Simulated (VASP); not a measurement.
Runs of VASP 6.6.1 on BAs. Symmetry: F-43m, No. 216, cubic system. The conventional cell has a = 4.833 Å, b = 4.833 Å, c = 4.833 Å, α = 90.00°, β = 90.00°, γ = 90.00°. B (site symmetry -43m) is surrounded by 4 As at 2.09 Å. As (site symmetry -43m) is surrounded by 4 B at 2.09 Å. 

| task | level | cell | k mesh | cutoff (eV) | smearing | gap on the mesh (eV) | pressure (GPa) | relaxed volume (Å³/atom) |
| --- | --- | --- | --- | --- | --- | --- | --- | --- |
| single point | revPBE | F-43m, 14.11 Å³/atom | 10 × 10 × 10 | 520 | gaussian 0.02 eV | 1.23 | (a) | - |
| single point | PBE | F-43m, 13.9 Å³/atom | 10 × 10 × 10 | 520 | gaussian 0.02 eV | 1.20 | 0.6 | - |
| relaxation of cell and atoms | PBE | relaxed | 10 × 10 × 10 | 600 | gaussian 0.02 eV | 1.20 | 0.0 | 13.97 |
| relaxation of cell and atoms | revPBE | relaxed | 10 × 10 × 10 | 600 | gaussian 0.02 eV | 1.24 | 0.0 | 14.17 |
| single point | PBE | F-43m, 13.63 Å³/atom | 6 × 6 × 6 | 520 | gaussian 0.1 eV | 1.27 | (b) | - |

Alike in all rows: potentials or basis VASP PAW PBE potentials, release 64 (B, As); no spin polarisation.

Q: Fill in the values left out.

A: (a) 0.5; (b) 3.5.

Caveats: the PAW data sets were made with another functional, which shifts forces and pressure a little (some runs).

A k mesh can miss the band edges, and the runs leave out spin-orbit coupling on As.
